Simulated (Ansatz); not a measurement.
BaSnO3:
```cif
data_BaO3Sn
_chemical_formula_sum 'Ba1 Sn1 O3'
_space_group_name_H-M_alt 'P 1'
_space_group_IT_number 1
_cell_length_a 4.13130
_cell_length_b 4.13130
_cell_length_c 4.13130
_cell_angle_alpha 90.000
_cell_angle_beta 90.000
_cell_angle_gamma 90.000
loop_
_space_group_symop_operation_xyz
  'x, y, z'
loop_
_atom_site_label
_atom_site_type_symbol
_atom_site_fract_x
_atom_site_fract_y
_atom_site_fract_z
_atom_site_occupancy
Ba1 Ba 0.00000 0.00000 0.00000 1
Sn1 Sn 0.50000 0.50000 0.50000 1
O1 O 0.00000 0.50000 0.50000 1
O2 O 0.50000 0.50000 0.00000 1
O3 O 0.50000 0.00000 0.50000 1
```

Relaxed with r²SCAN.

Decompose the optical modes at the zone centre into irreducible representations, and say which are infrared and Raman allowed.

Point group m-3m: Γ_opt = 3T1u + T2u. Infrared: T1u. Raman: none.

Assign frequencies (DFPT, r²SCAN (plane waves, PAW; program Ansatz); without the LO–TO term).

T1u 132, T2u 230, T1u 247, T1u 615 cm⁻¹.

Space group Pm-3m (cubic perovskite). The r²SCAN relaxation kept the symmetry of its start; phonons on a q-mesh show no instability. Spin–orbit coupling is left out wherever it is not named.

Potentials: the later of the program's two PAW sets.
